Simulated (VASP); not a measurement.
# La (P6_3/mmc) in VASP: settings compared

The runs below take La through single point, relaxation of cell and atoms, with PBE, PW91, AM05.

All numbers are computed with VASP 6.6.1; they aren't measurements. Logs are shortened: lines on timing, memory, paths and dates and some standing lists are left out, and cuts for length are marked.

## Step 1: The crystal as given

The structure is hexagonal, space group P6_3/mmc (No. 194). Conventional cell: a = 3.750 Å, b = 3.750 Å, c = 6.070 Å, α = 90.00°, β = 90.00°, γ = 120.00°. La (site symmetry -6m2) is surrounded by 12 La at 3.73 to 3.75 Å.

This isn't the form of La at room conditions, which is double hcp.

## Step 2: Single point, PBE

The input, INCAR:

```
SYSTEM = La
PREC = Accurate ; ENCUT = 520
EDIFF = 1E-7 ; ISMEAR = 0
SIGMA = 0.011 ; LREAL = .FALSE.
LASPH = .TRUE. ; NELM = 100
ALGO = Normal ; ISIF = 2
LWAVE = .FALSE. ; LCHARG = .FALSE.
GGA = PE ; NBANDS = 18
```

The input, KPOINTS:

```
regular mesh
0
G
  8 8 5
  0 0 0
```

The input, POSCAR:

```
La
1.0
    3.7500000000      0.0000000000      0.0000000000
   -1.8750000000      3.2475952642      0.0000000000
    0.0000000000      0.0000000000      6.0700000000
La
2
Direct
    0.6666666667      0.3333333333      0.7500000000
    0.3333333333      0.6666666667      0.2500000000
```

Potentials or basis: VASP PAW PBE potentials, release 64 (La).

The run is started by

```bash
> cat potpaw_PBE.64/La/POTCAR > POTCAR
> mpirun -np 1 vasp_std > vasp.out
```

OUTCAR:

```text
SYSTEM = La
   PREC = Accurate
   ENCUT = 520
   EDIFF = 1E-7
   ISMEAR = 0
   LREAL = .FALSE.
   LASPH = .TRUE.
   NELM = 100
   ISIF = 2
   GGA = PE

 ion  position               nearest neighbor table
   1  0.667  0.333  0.750-
   2  0.333  0.667  0.250-

  LATTYP: Found a hexagonal cell.
 ALAT       =     3.7500000000
 C/A-ratio  =     1.6186666667

  Lattice vectors:

 A1 = (   3.7500000000,   0.0000000000,   0.0000000000)
 A2 = (  -1.8750000000,   3.2475952642,   0.0000000000)
 A3 = (   0.0000000000,   0.0000000000,   6.0700000000)

Analysis of symmetry for initial positions (statically):
=====================================================================
 Subroutine PRICEL returns:
 Original cell was already a primitive cell.

 Routine SETGRP: Setting up the symmetry group for a
 hexagonal supercell.

 Subroutine GETGRP returns: Found 24 space group operations
 (whereof 12 operations were pure point group operations)
 out of a pool of 24 trial point group operations.

The static configuration has the point symmetry D_3d.
 The point group associated with its full space group is D_6h.

Analysis of symmetry for dynamics (positions and initial velocities):
=====================================================================
 Subroutine PRICEL returns:
 Original cell was already a primitive cell.

 Routine SETGRP: Setting up the symmetry group for a
 hexagonal supercell.

 Subroutine GETGRP returns: Found 24 space group operations
 (whereof 12 operations were pure point group operations)
 out of a pool of 24 trial point group operations.

The dynamic configuration has the point symmetry D_3d.
 The point group associated with its full space group is D_6h.

 Subroutine INISYM returns: Found 24 space group operations
 (whereof 12 operations are pure point group operations),
 and found     1 'primitive' translations

----------------------------------------------------------------------------------------

                                     Primitive cell

  volume of cell :      73.9234

  direct lattice vectors                    reciprocal lattice vectors
     3.750000000  0.000000000  0.000000000     0.266666667  0.153960072  0.000000000
    -1.875000000  3.247595264  0.000000000     0.000000000  0.307920144  0.000000000
     0.000000000  0.000000000  6.070000000     0.000000000  0.000000000  0.164744646

  length of vectors
     3.750000000  3.750000000  6.070000000     0.307920144  0.307920144  0.164744646

  position of ions in fractional coordinates (direct lattice)
     0.666666667  0.333333333  0.750000000
     0.333333333  0.666666667  0.250000000

  ion indices of the primitive-cell ions
   primitive index   ion index
                 1           1
                 2           2

----------------------------------------------------------------------------------------

 KPOINTS: regular mesh

Automatic generation of k-mesh.
 Grid dimensions read from file:
 generate k-points for:    8    8    5

 Generating k-lattice:

  Cartesian coordinates                     Fractional coordinates (reciprocal lattice)
     0.033333333  0.019245009  0.000000000     0.125000000  0.000000000  0.000000000
     0.000000000  0.038490018  0.000000000     0.000000000  0.125000000  0.000000000
     0.000000000  0.000000000  0.032948929     0.000000000  0.000000000  0.200000000

  Length of vectors
     0.038490018  0.038490018  0.032948929

  Shift w.r.t. Gamma in fractional coordinates (k-lattice)
     0.000000000  0.000000000  0.000000000

 Subroutine IBZKPT returns following result:
 ===========================================

 Found     30 irreducible k-points:

 Following reciprocal coordinates:
            Coordinates               Weight
  0.000000  0.000000  0.000000      1.000000
  0.125000  0.000000  0.000000      6.000000
  0.250000  0.000000  0.000000      6.000000
  0.375000 -0.000000  0.000000      6.000000
  0.500000  0.000000  0.000000      3.000000
  0.125000  0.125000  0.000000      6.000000
[... 16 lines left out ...]
  0.250000  0.000000  0.400000     12.000000
  0.375000 -0.000000  0.400000     12.000000
 [... further k-points ...]
   k-points           NKPTS =     30   k-points in BZ     NKDIM =     30   number of bands    NBANDS=     18
   number of dos      NEDOS =    301   number of ions     NIONS =      2
   total plane-waves  NPLWV =  37632
   dimension x,y,z NGX =    28 NGY =   28 NGZ =   48
   dimension x,y,z NGXF=    56 NGYF=   56 NGZF=   96
   ions per type =               2
   NGX,Y,Z   is equivalent  to a cutoff of  12.41, 12.41, 13.15 a.u.
   NGXF,Y,Z  is equivalent  to a cutoff of  24.83, 24.83, 26.29 a.u.
 SYSTEM =  La
   PREC   = accura    normal or accurate (medium, high low for compatibility)
   ISTART =      0    job   : 0-new  1-cont  2-samecut
   ICHARG =      2    charge: 1-file 2-atom 10-const
   ISPIN  =      1    spin polarized calculation?
   LNONCOLLINEAR =      F non collinear calculations
   LSORBIT =      F    spin-orbit coupling
   LASPH  =      T    aspherical Exc in radial PAW
   ENCUT  =  520.0 eV  38.22 Ry    6.18 a.u.   6.97  6.97 11.29*2*pi/ulx,y,z
   NELM   =    100;   NELMIN=  2; NELMDL= -5     # of ELM steps
   EDIFF  = 0.1E-06   stopping-criterion for ELM
   LREAL  =      F    real-space projection
   EDIFFG = 0.1E-05   stopping-criterion for IOM
   NSW    =      0    number of steps for IOM
   IBRION =     -1    ionic relax: 0-MD 1-quasi-New 2-CG
   NFREE  =      0    steps in history (QN), initial steepest desc. (CG)
   ISIF   =      2    stress and relaxation
   ISYM   =      2    0-nonsym 1-usesym 2-fastsym
   POTIM  = 0.5000    time-step for ionic-motion
   TEBEG  =    0.0;   TEEND  =   0.0 temperature during run
   PSTRESS=    0.0 pullay stress
   NELECT =      22.0000    total number of electrons
   NUPDOWN=      -1.0000    fix difference up-down
   EMIN   =  10.00;   EMAX   =-10.00  energy-range for DOS
   EFERMI =   0.00;   METHOD = LEGACY
   ISMEAR =     0;   SIGMA  =   0.01  broadening in eV -4-tet -1-fermi 0-gaus
   EFERMI_NEDOS =   21; number of points for ismear=-14 and -15
   IALGO  =     38    algorithm
   IMIX   =      4    mixing-type and parameters
     AMIX     =   0.40;   BMIX     =  1.00
     AMIX_MAG =   1.60;   BMIX_MAG =  1.00
  volume/ion in A,a.u.               =      36.96       249.43
  Fermi-wavevector in a.u.,A,eV,Ry     =   1.093004  2.065478 16.254307  1.194658
  Thomas-Fermi vector in A             =   2.229281
   LORBIT       =      0    0 simple, 1 ext, 2 COOP (PROOUT), +10 PAW based schemes
   GGA     = PE    functional components
   LHFCALC =     F    Hartree Fock is set to
   AEXX    =    0.0000 exact exchange contribution
   IVDW    =     0    specifies the selected vdW correction
   LEPSILON=     F    determine dielectric tensor
   LRPA    =     F    only Hartree local field effects (RPA)
 non-spin polarized calculation
 Gauss-broadening in eV      SIGMA  =   0.01
  energy-cutoff  :      520.00
  volume of cell :       73.92
 maximum number of plane-waves:      2008
 NGX is ok and might be reduce to    28
   NGX = 13   NGY = 13   NGZ = 23

 number of electron      21.9999997 magnetization

 Free energy of the ion-electron system (eV)
  ---------------------------------------------------
  ext. energy  EPLUGINS =         0.00000000
  ---------------------------------------------------
  free energy    TOTEN  =        -9.69321437 eV

  energy without entropy =       -9.69250912  energy(sigma->0) =       -9.69286175

 E-fermi :   7.9285     XC(G=0):  -9.5821

 val. band max:        7.9284011185   @ k =   0.3750   0.2500   0.2000
 cond. band min:       7.9318176875   @ k =   0.2500   0.2500   0.2000
 fundamental gap:      0.0034165689
 Fermi energy:         7.9285474137

 k-point     1 :       0.0000    0.0000    0.0000
  band No.  band energies     occupation
      1     -24.9602      2.00000
      2     -24.7542      2.00000
      3      -9.3531      2.00000
      4      -8.1411      2.00000
      5      -8.1411      2.00000
      6      -7.9543      2.00000
[... 10 lines left out ...]
     17       9.5753      0.00000
     18       9.6651      0.00000

 k-point     2 :       0.1250    0.0000    0.0000
  band No.  band energies     occupation
      1     -24.9352      2.00000
      2     -24.7425      2.00000
      3      -9.2877      2.00000
      4      -8.3081      2.00000
      5      -8.1927      2.00000
      6      -8.1243      2.00000
[... 10 lines left out ...]
     17       9.5652      0.00000
     18       9.6366      0.00000

 k-point     3 :       0.2500    0.0000    0.0000
  band No.  band energies     occupation
      1     -24.8714      2.00000
      2     -24.7165      2.00000
      3      -9.1096      2.00000
      4      -8.6978      2.00000
      5      -8.5016      2.00000
      6      -8.3077      2.00000
[... 10 lines left out ...]
     17       9.7078      0.00000
     18       9.7311      0.00000

 k-point     4 :       0.3750   -0.0000    0.0000
  band No.  band energies     occupation
      1     -24.7993      2.00000
      2     -24.6976      2.00000
      3      -9.0678      2.00000
      4      -8.8775      2.00000
      5      -8.8437      2.00000
      6      -8.4140      2.00000
[... 375 lines left out ...]
      4      -8.5278      2.00000
      5      -8.2059      2.00000
      6      -8.1192      2.00000
[... 10 lines left out ...]
     17       9.6617      0.00000
     18       9.7065      0.00000

 k-point    23 :       0.2500    0.0000    0.4000
  band No.  band energies     occupation
      1     -24.8187      2.00000
      2     -24.7708      2.00000
      3      -8.9669      2.00000
      4      -8.7892      2.00000
      5      -8.4044      2.00000
      6      -8.2158      2.00000
[... 10 lines left out ...]
     17       9.6619      0.00000
     18       9.7172      0.00000

 k-point    24 :       0.3750   -0.0000    0.4000
  band No.  band energies     occupation
      1     -24.7644      2.00000
      2     -24.7329      2.00000
      3      -9.1889      2.00000
      4      -9.0987      2.00000
      5      -8.4179      2.00000
      6      -8.3081      2.00000
[... 10 lines left out ...]
     17       9.6798      0.00000
     18       9.7472      0.00000

 [... further k-points ...]

------------------------ aborting loop because EDIFF is reached ----------------------------------------

  FORCE on cell =-STRESS in cart. coord.  units (eV):
  Direction    XX          YY          ZZ          XY          YZ          ZX
  --------------------------------------------------------------------------------------
  -------------------------------------------------------------------------------------
  Total        0.4453425      0.4453425      0.1664474      0.0000000      0.0000000      0.0000000
  in kB        9.6521226      9.6521226      3.6074941      0.0000000      0.0000000      0.0000000
  external PRESSURE =       7.6372464 kB  Pullay stress =       0.0000000 kB

 VOLUME and BASIS-vectors are now :
 -----------------------------------------------------------------------------
  energy-cutoff  :      520.00
  volume of cell :       73.92
      direct lattice vectors                 reciprocal lattice vectors
     3.750000000  0.000000000  0.000000000     0.266666667  0.153960072  0.000000000
    -1.875000000  3.247595264  0.000000000     0.000000000  0.307920144  0.000000000
     0.000000000  0.000000000  6.070000000     0.000000000  0.000000000  0.164744646

 POSITION                                       TOTAL-FORCE (eV/Angst)
 -----------------------------------------------------------------------------------
      1.87500      1.08253      4.55250        -0.000000     -0.000000      0.000000
     -0.00000      2.16506      1.51750         0.000000      0.000000      0.000000
 -----------------------------------------------------------------------------------
    total drift:                                0.000000     -0.000000      0.000000

  FREE ENERGIE OF THE ION-ELECTRON SYSTEM (eV)
  ---------------------------------------------------
  free  energy   TOTEN  =        -9.6932143704 eV

  energy  without entropy=       -9.6925091212  energy(sigma->0) =       -9.69286175
```

Wall time 1.7 min (1 thread of Intel Xeon Platinum 8259CL at 2.50GHz (Skylake/Cascade Lake), shared host); peak memory 0.2 GiB.

Results:

- Free energy: -9.6932 eV
- Pressure: 0.8 GPa
- Band gap on the k mesh: none (metal or under the smearing width)

Levels at points of the mesh, in eV from the Fermi level:
```tsv
k point	band 8	band 9	band 10	band 11	band 12	band 13	band 14	band 15
(0.00, 0.00, 0.00)	-15.86	-3.19	-1.78	1.07	1.30	1.30	1.51	1.61
(0.50, 0.00, 0.00)	-16.05	-1.63	-1.18	-1.18	1.18	1.21	1.28	1.46
```

The run has no spin-orbit coupling, so splittings on La are missing.

(Continued in part 2 of 2.)
